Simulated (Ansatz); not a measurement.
Runs of Ansatz 0.2.0 on MnS. It takes space group Fm-3m (No. 225, cubic). The conventional cell has a = 5.209 Å, b = 5.209 Å, c = 5.209 Å, α = 90.00°, β = 90.00°, γ = 90.00°. Mn (site symmetry m-3m) is surrounded by 6 S at 2.60 Å. S (site symmetry m-3m) is surrounded by 6 Mn at 2.60 Å. 

```tsv
task	level	cell	cutoff (eV)	basis error allowed	gap on the mesh (eV)	pressure (GPa)	moment (μB)
single point	PBE	as given	217	0.001 eV/atom	none	-2.9	4.71
single point	PBE	atoms moved at random, drawn with an rms of 0.05 Å	222	0.001 eV/atom	none	-2.8	4.71
band structure	PBE	as given	217	0.001 eV/atom	-	-2.9	4.71
band structure	PBEsol	as given	217	0.001 eV/atom	-	-7.3	(a)
```

Alike in all rows: potentials or basis all-electron LAPW, scalar-relativistic; spin collinear, ferromagnetic start; k mesh 9 × 9 × 9; smearing fermi-dirac 0.05 eV.

Q: Fill in the values left out.

A: (a) 4.69.

Caveats: a cell with one magnetic atom can't hold antiferromagnetic order, which such compounds often take; semilocal functionals often make such compounds metallic where correlation or magnetic order opens a gap, which also shifts bond lengths.

A gap of «none» marks a metal or a gap under the smearing width.
